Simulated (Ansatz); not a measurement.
## HfN under changes of volume

One of the cells (11.482 Å³/atom); the others are scaled copies at fixed shape and fractional positions:

```
CELL_PARAMETERS angstrom
0.00000 2.25600 2.25600
2.25600 0.00000 2.25600
2.25600 2.25600 0.00000
ATOMIC_POSITIONS crystal
Hf 0.00000 0.00000 0.00000
N 0.50000 0.50000 0.50000
```

| Property | Result |
| --- | --- |
| Program | Ansatz 0.2.0 |
| Functional | PBEsol |
| Potentials or basis | Ansatz PAW |
| Cutoff | 420 eV (not typed: the program's choice for these potentials) |
| k mesh | 10 × 10 × 10 |
| Occupations | fermi-dirac, width 0.05 eV |
| Spin | no spin polarisation |

```tsv
volume (Å³/atom)	energy over the lowest point (meV/atom)	pressure (GPa)
10.793	?	?
11.023	11.38	10.3
11.252	1.35	3.9
11.482	0.00	-1.9
11.712	6.65	-7.2
11.941	20.34	-11.9
12.171	40.44	-16.1
```

What does the run at 10.793 Å³/atom give?

Energy over the lowest point 31.27 meV/atom; pressure 17.5 GPa.

Worked out: A Birch-Murnaghan fit of order 3 (a polynomial in V^(-2/3)) to the other rows has its minimum at 11.40 Å³/atom with B0 = V·E''(V) = 284 GPa and B' = 4.3. It gives 31.30 meV/atom at 10.793 Å³/atom, against the run's 31.27, and -dE/dV = 17.5 GPa, against 17.5.

Energies are extrapolated to zero smearing.

Caveats: the PAW data sets come from PBE, with cores solved anew for the run's functional, which leaves a small shift of forces and pressure.
